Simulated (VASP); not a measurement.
# Al (Fm-3m) in VASP: a series of runs

Aim: see how the results for Al move with the level of theory and the settings. Levels: HF, r2SCAN, SCAN, rSCAN. Tasks: band structure.

All numbers are computed with VASP 6.6.1; they aren't measurements. Logs are shortened: lines on timing, memory, paths and dates and some standing lists are left out, and cuts for length are marked.

## Step 1: The structure

It takes space group Fm-3m (No. 225, cubic). The conventional cell has a = 4.050 Å, b = 4.050 Å, c = 4.050 Å, α = 90.00°, β = 90.00°, γ = 90.00°. Al (site symmetry m-3m) is surrounded by 12 Al at 2.86 Å.

## Step 2: Band structure, HF

Input file POSCAR:

```
Al
1.0
    0.0000000000      2.0248050000      2.0248050000
    2.0248050000      0.0000000000      2.0248050000
    2.0248050000      2.0248050000      0.0000000000
Al
1
Direct
    0.0000000000      0.0000000000      0.0000000000
```

Input file INCAR.step1:

```
SYSTEM = Al
PREC = Accurate
ENCUT = 520
EDIFF = 1E-5
ISMEAR = -1
SIGMA = 0.05
LREAL = .False.
LASPH = .True.
NELM = 60
ALGO = Normal
ISIF = 2
LWAVE = .True.
LCHARG = .False.
NBANDS = 8
GGA = PE
```

Input file INCAR.step2:

```
SYSTEM = Al
PREC = Accurate
ENCUT = 520
EDIFF = 1E-7
ISMEAR = -1
SIGMA = 0.05
LREAL = .False.
LASPH = .True.
NELM = 60
ALGO = Normal
ISIF = 2
LWAVE = .False.
LCHARG = .False.
GGA = PE
LHFCALC = .True.
AEXX = 1.0
ALDAC = 0.0
AGGAC = 0.0
PRECFOCK = Normal
HFRCUT = -1
NBANDS = 8
ISTART = 1
```

Input file KPOINTS:

```
Automatic mesh
0
Gamma
  6 6 6
  0 0 0
```

Input file KPOINTS_OPT:

```
path GXWKGLUWLK,UX
12
line-mode
reciprocal
 0.0000000000  0.0000000000  0.0000000000  G
 0.5000000000  0.0000000000  0.5000000000  X

 0.5000000000  0.0000000000  0.5000000000  X
 0.5000000000  0.2500000000  0.7500000000  W

 0.5000000000  0.2500000000  0.7500000000  W
 0.3750000000  0.3750000000  0.7500000000  K

 0.3750000000  0.3750000000  0.7500000000  K
 0.0000000000  0.0000000000  0.0000000000  G

 0.0000000000  0.0000000000  0.0000000000  G
 0.5000000000  0.5000000000  0.5000000000  L

 0.5000000000  0.5000000000  0.5000000000  L
 0.6250000000  0.2500000000  0.6250000000  U

 0.6250000000  0.2500000000  0.6250000000  U
 0.5000000000  0.2500000000  0.7500000000  W

 0.5000000000  0.2500000000  0.7500000000  W
 0.5000000000  0.5000000000  0.5000000000  L

 0.5000000000  0.5000000000  0.5000000000  L
 0.3750000000  0.3750000000  0.7500000000  K

 0.6250000000  0.2500000000  0.6250000000  U
 0.5000000000  0.0000000000  0.5000000000  X
```

Potentials or basis: VASP PAW PBE potentials, release 64 (Al).

Started as:

```sh
$ cat potpaw_PBE.64/Al/POTCAR > POTCAR
$ cp INCAR.step1 INCAR
$ mpirun -np 1 vasp_std > vasp.out
$ cp INCAR.step2 INCAR
$ mpirun -np 1 vasp_std > vasp.out
```

OUTCAR:

```text
SYSTEM = Al
   PREC = Accurate
   ENCUT = 520
   EDIFF = 1E-7
   ISMEAR = -1
   LREAL = .False.
   LASPH = .True.
   NELM = 60
   ISIF = 2
   GGA = PE
   LHFCALC = .True.
   AEXX = 1.0
   PRECFOCK = Normal
   ISTART = 1

 ion  position               nearest neighbor table
   1  0.000  0.000  0.000-

  LATTYP: Found a face centered cubic cell.
 ALAT       =     4.0496100000

  Lattice vectors:

 A1 = (   0.0000000000,   2.0248050000,   2.0248050000)
 A2 = (   2.0248050000,   0.0000000000,   2.0248050000)
 A3 = (   2.0248050000,   2.0248050000,   0.0000000000)

Analysis of symmetry for initial positions (statically):
=====================================================================
 Subroutine PRICEL returns:
 Original cell was already a primitive cell.

 Routine SETGRP: Setting up the symmetry group for a
 face centered cubic supercell.

 Subroutine GETGRP returns: Found 48 space group operations
 (whereof 48 operations were pure point group operations)
 out of a pool of 48 trial point group operations.

The static configuration has the point symmetry O_h .

Analysis of symmetry for dynamics (positions and initial velocities):
=====================================================================
 Subroutine PRICEL returns:
 Original cell was already a primitive cell.

 Routine SETGRP: Setting up the symmetry group for a
 face centered cubic supercell.

 Subroutine GETGRP returns: Found 48 space group operations
 (whereof 48 operations were pure point group operations)
 out of a pool of 48 trial point group operations.

The dynamic configuration has the point symmetry O_h .

 Subroutine INISYM returns: Found 48 space group operations
 (whereof 48 operations are pure point group operations),
 and found     1 'primitive' translations

----------------------------------------------------------------------------------------

                                     Primitive cell

  volume of cell :      16.6027

  direct lattice vectors                    reciprocal lattice vectors
     0.000000000  2.024805000  2.024805000    -0.246937359  0.246937359  0.246937359
     2.024805000  0.000000000  2.024805000     0.246937359 -0.246937359  0.246937359
     2.024805000  2.024805000  0.000000000     0.246937359  0.246937359 -0.246937359

  length of vectors
     2.863506692  2.863506692  2.863506692     0.427708053  0.427708053  0.427708053

  position of ions in fractional coordinates (direct lattice)
     0.000000000  0.000000000  0.000000000

  ion indices of the primitive-cell ions
   primitive index   ion index
                 1           1

----------------------------------------------------------------------------------------

 KPOINTS: Automatic mesh

Automatic generation of k-mesh.
 Grid dimensions read from file:
 generate k-points for:    6    6    6

 Generating k-lattice:

  Cartesian coordinates                     Fractional coordinates (reciprocal lattice)
    -0.041156227  0.041156227  0.041156227     0.166666667  0.000000000  0.000000000
     0.041156227 -0.041156227  0.041156227     0.000000000  0.166666667  0.000000000
     0.041156227  0.041156227 -0.041156227     0.000000000  0.000000000  0.166666667

  Length of vectors
     0.071284675  0.071284675  0.071284675

  Shift w.r.t. Gamma in fractional coordinates (k-lattice)
     0.000000000  0.000000000  0.000000000

 Subroutine IBZKPT returns following result:
 ===========================================

 Found     16 irreducible k-points:

 Following reciprocal coordinates:
            Coordinates               Weight
  0.000000  0.000000  0.000000      1.000000
  0.166667  0.000000  0.000000      8.000000
  0.333333  0.000000  0.000000      8.000000
  0.500000  0.000000  0.000000      4.000000
  0.166667  0.166667  0.000000      6.000000
  0.333333  0.166667  0.000000     24.000000
[... 8 lines left out ...]
 -0.333333  0.333333  0.166667     24.000000
 -0.333333  0.500000  0.166667     12.000000
   k-points           NKPTS =     16   k-points in BZ     NKDIM =    216   number of bands    NBANDS=      8
   number of dos      NEDOS =    301   number of ions     NIONS =      1
   total plane-waves  NPLWV =  13824
   dimension x,y,z NGX =    24 NGY =   24 NGZ =   24
   dimension x,y,z NGXF=    48 NGYF=   48 NGZF=   48
   ions per type =               1
   NGX,Y,Z   is equivalent  to a cutoff of  13.93, 13.93, 13.93 a.u.
   NGXF,Y,Z  is equivalent  to a cutoff of  27.87, 27.87, 27.87 a.u.
 SYSTEM =  Al
   PREC   = accura    normal or accurate (medium, high low for compatibility)
   ISTART =      1    job   : 0-new  1-cont  2-samecut
   ICHARG =      0    charge: 1-file 2-atom 10-const
   ISPIN  =      1    spin polarized calculation?
   LNONCOLLINEAR =      F non collinear calculations
   LSORBIT =      F    spin-orbit coupling
   LASPH  =      T    aspherical Exc in radial PAW
   ENCUT  =  520.0 eV  38.22 Ry    6.18 a.u.   5.32  5.32  5.32*2*pi/ulx,y,z
   NELM   =     60;   NELMIN=  2; NELMDL=  0     # of ELM steps
   EDIFF  = 0.1E-06   stopping-criterion for ELM
   LREAL  =      F    real-space projection
   EDIFFG = 0.1E-05   stopping-criterion for IOM
   NSW    =      0    number of steps for IOM
   IBRION =     -1    ionic relax: 0-MD 1-quasi-New 2-CG
   NFREE  =      0    steps in history (QN), initial steepest desc. (CG)
   ISIF   =      2    stress and relaxation
   ISYM   =      3    0-nonsym 1-usesym 2-fastsym
   POTIM  = 0.5000    time-step for ionic-motion
   TEBEG  =    0.0;   TEEND  =   0.0 temperature during run
   PSTRESS=    0.0 pullay stress
   NELECT =       3.0000    total number of electrons
   NUPDOWN=      -1.0000    fix difference up-down
   EMIN   =  10.00;   EMAX   =-10.00  energy-range for DOS
   EFERMI =   0.00;   METHOD = LEGACY
   ISMEAR =    -1;   SIGMA  =   0.05  broadening in eV -4-tet -1-fermi 0-gaus
   EFERMI_NEDOS =   21; number of points for ismear=-14 and -15
   IALGO  =     38    algorithm
   IMIX   =      1    mixing-type and parameters
     AMIX     =   0.40;   BMIX     =  1.00
     AMIX_MAG =   1.60;   BMIX_MAG =  1.00
  volume/ion in A,a.u.               =      16.60       112.04
  Fermi-wavevector in a.u.,A,eV,Ry     =   0.925526  1.748991 11.654733  0.856599
  Thomas-Fermi vector in A             =   2.051390
   LORBIT       =      0    0 simple, 1 ext, 2 COOP (PROOUT), +10 PAW based schemes
   GGA     = PE    functional components
   LHFCALC =     T    Hartree Fock is set to
   PRECFOCK=normal    Normal, Fast or Accurate (Low or Medium for compatibility)
   ENCUT4O =  -1.0   cutoff for four orbital integrals eV
   NKREDX  =     1    reduce k-point grid by
   NKREDY  =     1    reduce k-point grid by
   NKREDZ  =     1    reduce k-point grid by
   AEXX    =    1.0000 exact exchange contribution
   HFSCREEN=    0.0000 screening length (either q_TF or 0.3 A-1)
   HFSCREENC=   0.0000 screening length for correlation (either q_TF or 0.3 A-1)
   ENCUTFOCK=  -1.0 apply spherical cutoff to Coloumb kernel
   IVDW    =     0    specifies the selected vdW correction
   LEPSILON=     F    determine dielectric tensor
   LRPA    =     F    only Hartree local field effects (RPA)
 non-spin polarized calculation
  energy-cutoff  :      520.00
  volume of cell :       16.60
 maximum number of plane-waves:       459
 NGX is ok and might be reduce to    24
  NGX = 16; NGY = 16; NGZ = 16

 number of electron       3.0000000 magnetization

 Free energy of the ion-electron system (eV)
  ---------------------------------------------------
  ext. energy  EPLUGINS =         0.00000000
  ---------------------------------------------------
  free energy    TOTEN  =        -6.75406240 eV

  energy without entropy =       -6.75028910  energy(sigma->0) =       -6.75217575

 E-fermi :   8.7819     XC(G=0):   0.0000

 val. band max:        6.9331704380   @ k =  -0.3333   0.3333   0.0000
 cond. band min:       8.7987133861   @ k =  -0.3333   0.3333   0.0000
 fundamental gap:      1.8655429481
 Fermi energy:         8.7818897742

 k-point     1 :       0.0000    0.0000    0.0000
  band No.  band energies     occupation
      1     -11.4126      2.00000
      2      21.9922      0.00000
      3      27.9823      0.00000
      4      27.9823      0.00000
      5      27.9823      0.00000
      6      29.5738      0.00000
      7      29.5738      0.00000
      8      29.5738      0.00000

 k-point     2 :       0.1667    0.0000    0.0000
  band No.  band energies     occupation
      1      -9.2741      2.00000
      2      19.7587      0.00000
      3      22.6262      0.00000
      4      26.3870      0.00000
      5      26.3870      0.00000
      6      29.9692      0.00000
      7      32.0194      0.00000
      8      32.0194      0.00000

 k-point     3 :       0.3333    0.0000    0.0000
  band No.  band energies     occupation
      1      -6.2633      2.00000
      2      10.5238      0.00000
      3      21.9855      0.00000
      4      25.7355      0.00000
      5      25.7355      0.00000
      6      28.7636      0.00000
      7      28.7636      0.00000
      8      29.6585      0.00000

 k-point     4 :       0.5000    0.0000    0.0000
  band No.  band energies     occupation
      1      -0.8109      2.00000
      2       1.0238      2.00000
      3      21.7829      0.00000
      4      26.4519      0.00000
      5      26.4519      0.00000
      6      26.4527      0.00000
      7      26.4527      0.00000
      8      29.5584      0.00000

 k-point     5 :       0.1667    0.1667    0.0000
  band No.  band energies     occupation
      1      -8.9133      2.00000
      2      20.9893      0.00000
      3      23.5051      0.00000
      4      23.5051      0.00000
      5      23.5368      0.00000
      6      27.2973      0.00000
      7      28.5766      0.00000
      8      35.3907      0.00000
[... 89 lines left out ...]
 k-point    14 :       0.5000    0.3333    0.1667
  band No.  band energies     occupation
      1      -2.8047      2.00000
      2      13.4995      0.00000
      3      13.8197      0.00000
      4      18.0538      0.00000
      5      24.0033      0.00000
      6      27.9451      0.00000
      7      30.1248      0.00000
      8      32.3892      0.00000

 k-point    15 :      -0.3333    0.3333    0.1667
  band No.  band energies     occupation
      1       2.3798      2.00000
      2       4.1647      2.00000
      3      14.1764      0.00000
      4      15.6073      0.00000
      5      24.0490      0.00000
      6      29.3176      0.00000
      7      30.2962      0.00000
      8      34.9292      0.00000

 k-point    16 :      -0.3333    0.5000    0.1667
  band No.  band energies     occupation
      1       5.4332      2.00000
      2       5.4494      2.00000
      3      12.2987      0.00000
      4      13.0619      0.00000
      5      23.7492      0.00000
      6      27.0077      0.00000
      7      29.7891      0.00000
      8      36.0954      0.00000

------------------------ aborting loop because EDIFF is reached ----------------------------------------

  FORCE on cell =-STRESS in cart. coord.  units (eV):
  Direction    XX          YY          ZZ          XY          YZ          ZX
  --------------------------------------------------------------------------------------
  -------------------------------------------------------------------------------------
  Total        1.2331760      1.2331760      1.2331760     -0.0000000      0.0000000     -0.0000000
  in kB      119.0024896    119.0024896    119.0024896     -0.0000000      0.0000000     -0.0000000
  external PRESSURE =     119.0024896 kB  Pullay stress =       0.0000000 kB

 VOLUME and BASIS-vectors are now :
 -----------------------------------------------------------------------------
  energy-cutoff  :      520.00
  volume of cell :       16.60
      direct lattice vectors                 reciprocal lattice vectors
     0.000000000  2.024805000  2.024805000    -0.246937359  0.246937359  0.246937359
     2.024805000  0.000000000  2.024805000     0.246937359 -0.246937359  0.246937359
     2.024805000  2.024805000  0.000000000     0.246937359  0.246937359 -0.246937359

 POSITION                                       TOTAL-FORCE (eV/Angst)
 -----------------------------------------------------------------------------------
      0.00000      0.00000      0.00000         0.000000     -0.000000      0.000000
 -----------------------------------------------------------------------------------
    total drift:                                0.000000      0.000000      0.000000

  FREE ENERGIE OF THE ION-ELECTRON SYSTEM (eV)
  ---------------------------------------------------
  free  energy   TOTEN  =        -6.7540623974 eV

  energy  without entropy=       -6.7502891015  energy(sigma->0) =       -6.75217575
```

Wall time 17 min (1 thread of AMD EPYC, shared host); peak memory 0.13 GiB.

Results:

* Free energy: -6.7541 eV
* Pressure: 11.9 GPa
* Band gap along the path: none (metal or under the smearing width)

Levels at the corners of the path, in eV from the Fermi level:
| point | band 1 | band 2 | band 3 | band 4 | band 5 | band 6 |
| --- | --- | --- | --- | --- | --- | --- |
| Γ | -20.19 | 13.21 | 19.20 | 19.20 | 19.20 | 20.79 |
| X | -4.63 | -4.60 | 9.85 | 10.08 | 10.30 | 10.30 |
| X | -4.63 | -4.60 | 9.85 | 10.08 | 10.30 | 10.30 |
| W | -2.20 | -0.53 | -0.53 | 1.93 | 15.40 | 22.62 |
| W | -2.20 | -0.53 | -0.53 | 1.93 | 15.40 | 22.62 |
| K | -3.26 | -3.26 | -0.47 | 11.28 | 11.72 | 16.92 |
| K | -3.26 | -3.26 | -0.47 | 11.28 | 11.72 | 16.92 |
| Γ | -20.19 | 13.21 | 19.20 | 19.20 | 19.20 | 20.79 |
| Γ | -20.19 | 13.21 | 19.20 | 19.20 | 19.20 | 20.79 |
| L | -9.59 | -7.76 | 13.00 | 17.67 | 17.67 | 17.67 |
| L | -9.59 | -7.76 | 13.00 | 17.67 | 17.67 | 17.67 |
| U | -3.26 | -3.26 | -0.47 | 11.28 | 11.72 | 16.92 |
| U | -3.26 | -3.26 | -0.47 | 11.28 | 11.72 | 16.92 |
| W | -2.20 | -0.53 | -0.53 | 1.93 | 15.40 | 22.62 |
| W | -2.20 | -0.53 | -0.53 | 1.93 | 15.40 | 22.62 |
| L | -9.59 | -7.76 | 13.00 | 17.67 | 17.67 | 17.67 |
| L | -9.59 | -7.76 | 13.00 | 17.67 | 17.67 | 17.67 |
| K | -3.26 | -3.26 | -0.47 | 11.28 | 11.72 | 16.92 |
| U | -3.26 | -3.26 | -0.47 | 11.28 | 11.72 | 16.92 |
| X | -4.63 | -4.60 | 9.85 | 10.08 | 10.30 | 10.30 |

Caveat: the k mesh is coarse (spacing up to 0.45 Å⁻¹), so the values aren't converged, least of all with exact exchange; the PAW data sets were made with another functional, which shifts forces and pressure a little.

## Step 3: Band structure, r2SCAN

Input file INCAR:

```
PREC = Accurate
ENCUT = 520
EDIFF = 1E-6
ISMEAR = -1
SIGMA = 0.05
LREAL = False
LASPH = True
NELM = 60
ALGO = Normal
ISIF = 2
LWAVE = False
LCHARG = False
METAGGA = R2SCAN
LMIXTAU = True
NBANDS = 8
```

Input file KPOINTS:

```
regular mesh
0
Gamma
  11 11 11
```

POSCAR is that of step 2.

Edit KPOINTS_OPT of step 2 so:

```diff
@@ -1,3 +1,3 @@
 path GXWKGLUWLK,UX
-12
+15
 line-mode
```

Potentials or basis: VASP PAW PBE potentials, release 64 (Al).

Started as:

```sh
$ cat potpaw_PBE.64/Al/POTCAR > POTCAR
$ mpirun -np 1 vasp_std > vasp.out
```

It took 24 s on 1 thread of Intel Xeon 6975P-C (Granite Rapids), shared host; peak memory 0.13 GiB.

It converged, with:

```
Free energy             : -6.7379 eV
Pressure                : -3.6 GPa
Band gap along the path : none (metal or under the smearing width)
```

Levels at the corners of the path, in eV from the Fermi level:
| point | band 1 | band 2 | band 3 | band 4 | band 5 | band 6 |
| --- | --- | --- | --- | --- | --- | --- |
| Γ | -11.80 | 13.29 | 13.29 | 13.29 | 15.14 | 15.14 |
| X | -3.15 | -1.65 | 5.46 | 5.97 | 5.97 | 9.84 |
| X | -3.15 | -1.65 | 5.46 | 5.97 | 5.97 | 9.84 |
| W | -0.94 | -0.94 | 0.05 | 1.48 | 16.73 | 16.73 |
| W | -0.94 | -0.94 | 0.05 | 1.48 | 16.73 | 16.73 |
| K | -2.04 | -1.52 | -0.28 | 7.00 | 8.75 | 16.70 |
| K | -2.04 | -1.52 | -0.28 | 7.00 | 8.75 | 16.70 |
| Γ | -11.80 | 13.29 | 13.29 | 13.29 | 15.14 | 15.14 |
| Γ | -11.80 | 13.29 | 13.29 | 13.29 | 15.14 | 15.14 |
| L | -4.97 | -4.53 | 12.05 | 12.05 | 12.25 | 12.25 |
| L | -4.97 | -4.53 | 12.05 | 12.05 | 12.25 | 12.25 |
| U | -2.04 | -1.52 | -0.28 | 7.00 | 8.75 | 16.70 |
| U | -2.04 | -1.52 | -0.28 | 7.00 | 8.75 | 16.70 |
| W | -0.94 | -0.94 | 0.05 | 1.48 | 16.73 | 16.73 |
| W | -0.94 | -0.94 | 0.05 | 1.48 | 16.73 | 16.73 |
| L | -4.97 | -4.53 | 12.05 | 12.05 | 12.25 | 12.25 |
| L | -4.97 | -4.53 | 12.05 | 12.05 | 12.25 | 12.25 |
| K | -2.04 | -1.52 | -0.28 | 7.00 | 8.75 | 16.70 |
| U | -2.04 | -1.52 | -0.28 | 7.00 | 8.75 | 16.70 |
| X | -3.15 | -1.65 | 5.46 | 5.97 | 5.97 | 9.84 |

Caveat: the PAW data sets were made with another functional, which shifts forces and pressure a little.

## Step 4: Band structure, SCAN

Edit INCAR of step 3 so:

```diff
@@ -7,3 +7,3 @@
 LASPH = True
-NELM = 60
+NELM = 80
 ALGO = Normal
@@ -12,3 +12,3 @@
 LCHARG = False
-METAGGA = R2SCAN
+METAGGA = SCAN
 LMIXTAU = True
```

Input file KPOINTS:

```
Automatic mesh
0
Gamma
  11 11 11
```

POSCAR is that of step 3.

KPOINTS_OPT is that of step 3.

Started as:

```sh
$ cat potpaw_PBE.64/Al/POTCAR > POTCAR
$ mpirun -np 1 vasp_std > vasp.out
```

Wall time 36 s (1 thread of Intel Xeon 6975P-C (Granite Rapids), shared host); peak memory 0.14 GiB.

Results (log left out):

```
Free energy             : -7.7492 eV
Pressure                : -2.2 GPa
Band gap along the path : none (metal or under the smearing width)
```

Levels at the corners of the path, in eV from the Fermi level:
| point | band 1 | band 2 | band 3 | band 4 | band 5 |
| --- | --- | --- | --- | --- | --- |
| Γ | -11.42 | 12.95 | 12.95 | 12.95 | 14.48 |
| X | -2.94 | -1.72 | 5.38 | 5.78 | 5.78 |
| X | -2.94 | -1.72 | 5.38 | 5.78 | 5.78 |
| W | -0.82 | -0.82 | 0.03 | 1.19 | 16.19 |
| W | -0.82 | -0.82 | 0.03 | 1.19 | 16.19 |
| K | -1.88 | -1.43 | -0.42 | 6.78 | 8.35 |
| K | -1.88 | -1.43 | -0.42 | 6.78 | 8.35 |
| Γ | -11.42 | 12.95 | 12.95 | 12.95 | 14.48 |
| Γ | -11.42 | 12.95 | 12.95 | 12.95 | 14.48 |
| L | -4.76 | -4.43 | 11.70 | 11.70 | 11.80 |
| L | -4.76 | -4.43 | 11.70 | 11.70 | 11.80 |
| U | -1.88 | -1.43 | -0.42 | 6.78 | 8.35 |
| U | -1.88 | -1.43 | -0.42 | 6.78 | 8.35 |
| W | -0.82 | -0.82 | 0.03 | 1.19 | 16.19 |
| W | -0.82 | -0.82 | 0.03 | 1.19 | 16.19 |
| L | -4.76 | -4.43 | 11.70 | 11.70 | 11.80 |
| L | -4.76 | -4.43 | 11.70 | 11.70 | 11.80 |
| K | -1.88 | -1.43 | -0.42 | 6.78 | 8.35 |
| U | -1.88 | -1.43 | -0.42 | 6.78 | 8.35 |
| X | -2.94 | -1.72 | 5.38 | 5.78 | 5.78 |

Caveat: the PAW data sets were made with another functional, which shifts forces and pressure a little.

(Part 1 of 2 ends here.)
